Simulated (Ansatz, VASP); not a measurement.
**One calculation of InSb, two programs**

```
CELL_PARAMETERS angstrom
0.00000 3.24970 3.24970
3.24970 0.00000 3.24970
3.24970 3.24970 0.00000
ATOMIC_POSITIONS crystal
In 0.00000 0.00000 0.00000
Sb 0.25000 0.25000 0.25000
```

Alike in both runs: task single point; functional PBE; k mesh 12 × 12 × 12; occupations gaussian, width 0.1 eV; no spin polarisation.

```csv
,VASP,Ansatz
version,VASP 6.6.1,Ansatz 0.2.0
potentials or method,"VASP PAW PBE potentials, release 64 (In_d, Sb)","scalar-relativistic, plane waves, PAW"
plane-wave cutoff (eV),520,420
valence electrons in the cell,18,28
```

|  | VASP | Ansatz | Ansatz less VASP |
| --- | --- | --- | --- |
| gap on the k mesh at the Fermi level (eV) | none | none | - |
| pressure (GPa) | 2.6 | 2.6 | +0.03 |

A gap of «none» marks a metal or a gap that the smearing closes. With one functional, cell and mesh, what is left measures potentials, basis and numerics. The two sets of potentials don't hold the same shells in valence.

Spin-orbit coupling is left out, which matters for the levels of Sb.
